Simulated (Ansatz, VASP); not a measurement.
# PbF2: VASP beside Ansatz

Contents of INCAR:

```
PREC = Accurate
ENCUT = 600
EDIFF = 1E-6
ISMEAR = -1
SIGMA = 0.05
LREAL = False
LASPH = True
NELM = 80
ALGO = Normal
ISIF = 3
LWAVE = False
LCHARG = False
GGA = PE
IBRION = 2
NSW = 100
EDIFFG = -0.005
```

KPOINTS

```
regular mesh
0
Gamma
  11 11 11
```

Contents of POSCAR:

```
PbF2
1.0
    0.0000000000      2.5553258337      2.5553258337
    2.5553258337      0.0000000000      2.5553258337
    2.5553258337      2.5553258337      0.0000000000
Pb F
1 2
Direct
    0.0000000000      0.0000000000      0.0000000000
    0.2500000000      0.2500000000      0.2500000000
    0.7500000000      0.7500000000      0.7500000000
```

Input for Ansatz:

```yaml
crystal:
  lattice:
    - [0.0, 2.5553258337, 2.5553258337]
    - [2.5553258337, 0.0, 2.5553258337]
    - [2.5553258337, 2.5553258337, 0.0]
  atoms:
    - { symbol: Pb, position: [0.0, 0.0, 0.0] }
    - { symbol: F, position: [0.25, 0.25, 0.25] }
    - { symbol: F, position: [0.75, 0.75, 0.75] }
kpoints:
  mp_grid: { grid: [11, 11, 11] }
scf:
  occupations: { method: fermi_dirac, width: 0.05 }
hamiltonian:
  xc: pbe
  pseudopotentials: { kind: paw }
output:
  forces: true
  stress: true
relax:
  f_tol: 0.005
  max_steps: 80
  cell: {}
```

Alike in both runs: task relaxation of cell and atoms; functional PBE; k mesh 11 × 11 × 11; occupations fermi-dirac, width 0.05 eV; no spin polarisation.

|  | VASP | Ansatz |
| --- | --- | --- |
| version | VASP 6.6.1 | Ansatz 0.2.0 |
| potentials or method | VASP PAW PBE potentials, release 64 (Pb_d, F) | PAW with Ansatz's default frozen-core files, scalar-relativistic |
| plane-wave cutoff (eV) | 600 | 420 |
| valence electrons in the cell | 28 | 28 |

Ansatz gave:

- relaxed volume (Å³/atom): 18.00
- relaxed cell length with the largest relative difference (Å): 4.243
- energy change over the relaxation (meV/atom): -1366

Question: Estimate VASP's values.

Answer: Relaxed volume (Å³/atom): 17.45; relaxed cell length with the largest relative difference (Å): 4.199; energy change over the relaxation (meV/atom): -1340.

Caveats: the volume moved by over 15 % at a fixed basis, so the end points are rough (VASP). A k mesh can miss the band edges.
